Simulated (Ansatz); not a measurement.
## Be under changes of volume

One of the cells (7.871 Å³/atom); the others are scaled copies at fixed shape and fractional positions:

```
CELL_PARAMETERS angstrom
-1.25312 1.25312 1.25312
1.25312 -1.25312 1.25312
1.25312 1.25312 -1.25312
ATOMIC_POSITIONS crystal
Be 0.00000 0.00000 0.00000
```

This isn't the form of Be at room conditions, which is hcp.

| Property | Result |
| --- | --- |
| Program | Ansatz 0.2.0 |
| Functional | PBE |
| Potentials or basis | all-electron LAPW, scalar-relativistic |
| Cutoff | 174 eV (chosen from the basis error) |
| Basis error allowed | 0.0005 eV/atom |
| k mesh | 15 × 15 × 15 |
| Occupations | fermi-dirac, width 0.05 eV |
| Spin | no spin polarisation |

```csv
volume (Å³/atom),energy over the lowest point (meV/atom),pressure (GPa)
7.399,9.08,7.5
7.556,3.29,4.4
7.714,?,?
7.871,0.00,-0.9
8.029,2.03,-3.2
8.186,6.27,-5.3
8.343,12.50,-7.3
```

What does the run at 7.714 Å³/atom give?

Energy over the lowest point 0.34 meV/atom; pressure 1.7 GPa.

Worked out: A Birch-Murnaghan fit of order 3 (a polynomial in V^(-2/3)) to the other rows has its minimum at 7.81 Å³/atom with B0 = V·E''(V) = 125 GPa and B' = 3.3. It gives 0.33 meV/atom at 7.714 Å³/atom, against the run's 0.34, and -dE/dV = 1.6 GPa, against 1.7.

Energies are extrapolated to zero smearing.
